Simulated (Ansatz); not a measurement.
A single-point calculation of SnS2 built on the CdI2 prototype with Ansatz 0.2.0, at the level r2SCAN. The cell was relaxed with r2SCAN+rVV10 and then strained (uniaxial +0.5 % along z, other directions held), with the atoms relaxed again with r2SCAN+rVV10; k points keep the names of the unstrained zone.

```yaml
crystal:
  lattice:
    - [3.6607548086, 0.0, 0.0]
    - [-1.8303774043, 3.1703066613, 0.0]
    - [0.0, 0.0, 5.9915897883]
  atoms:
    - { symbol: Sn, position: [0.0, 0.0, 0.0] }
    - { symbol: S, position: [0.3333333333, 0.6666666667, 0.2445303665] }
    - { symbol: S, position: [0.6666666667, 0.3333333333, 0.7554696335] }
kpoints:
  mp_grid: { grid: [12, 12, 4] }
  band_path:
    path:
      - [0.0, 0.0, 0.0]
      - [0.5, 0.0, 0.0]
      - [0.3333333333, 0.3333333333, 0.0]
      - [0.0, 0.0, 0.5]
      - [0.5, 0.0, 0.5]
      - [0.3333333333, 0.3333333333, 0.5]
      - [0.0, -0.5, 0.25]
      - [-0.088542, 0.177083, 0.0]
      - [0.0, 0.463542, 0.325521]
    npoints: 1
hamiltonian:
  xc: r2scan
scf:
  occupations: { method: fixed }
  n_extra_bands: 4
output:
  forces: true
  stress: true
  eigenvalues: true
  write_density: true
  write_potential: true
  elf: true
  volumetric_format: npy
```

Some lines of the output have been replaced by numbered gaps.
```
Functional definition: r2SCAN
Crystal: 3 atoms, lattice volume = 69.537 Å³
[1]
Bands: 17, of which v1, the nominal top of the filled ones, is band 13 counted from 1 (12 counted from 0)
Symmetry: 12 space group operations
Space group: P-3m1 (ITA 164)
k-points: 69 of 576
SCF 1 converged in 6 iterations: F = -7851.738091 eV  dr2 = 7.51e-8
NSCF: frozen V_eff on 9 k-points
Free energy (F): -7851.738091 eV
[2]
--- Forces (eV/Å), atoms counted from 1 ---
[3]
--- Stress (GPa, compression-positive) ---
[4]
--- Band table (eV; the first three rows and the last of 69) ---
[5]
```

The rows of the band table are 0: (0, 0, 0) = Γ, 1: (0, 0, 1/4), 2: (0, 0, -1/2) = A, 68: (1/3, 1/3, -1/2) = H.

Q: Give the withheld lines. They hold the stress, the Fermi energy and the band table, the forces, cutoff and plane waves at Γ.

A:
```
[1]
Basis set: ecut = 500 eV, 1761 PW (Γ)
[2]
Fermi energy:    5.893773 eV
[3]
  atom   1  Sn      0.00000      0.00000      0.00000
  atom   2  S       0.00000      0.00000    -0.03912
  atom   3  S       0.00000      0.00000      0.03912
[4]
        0.824617       0.000000       0.000000
        0.000000       0.824617       0.000000
        0.000000       0.000000       0.715894
  P = ⅓ Tr σ = 0.7884 GPa (7.884 kbar)
[5]
  k-point 0: bands = […, 0.3849, 5.2584, 5.2584, 5.5695, 5.5695, 5.8846, 8.3176, 10.0869, 11.7756, 11.7756]
  k-point 1: bands = […, 0.8117, 4.9819, 5.2186, 5.2186, 5.6287, 5.6287, 8.9201, 10.1258, 11.6622, 11.6622]
  k-point 2: bands = […, 1.3757, 4.1131, 5.1880, 5.1880, 5.6790, 5.6790, 9.3510, 10.1623, 11.5549, 11.5549]
  k-point 68: bands = […, -1.2403, 1.8705, 1.8705, 2.3474, 5.5474, 5.5474, 9.3002, 11.9132, 11.9132, 13.6159]
```
Only the leading digits can be foreseen; the rest is this run's record.

Run as `ansatz run input.yaml --threads 4 --pin off --max-ram 4608MiB --backend cpu --events-out ev --progress --plain --runs-dir out`. It took 4 s on 4 threads of Intel(R) Xeon(R) Processor @ 2.70GHz, on a shared host, load about 0.9 per core; peak host memory 0.58 GiB.

Spin-unpolarised throughout; all numbers are computed.

Spin-orbit coupling is left out, which matters wherever the heavy atoms make up the band edges.
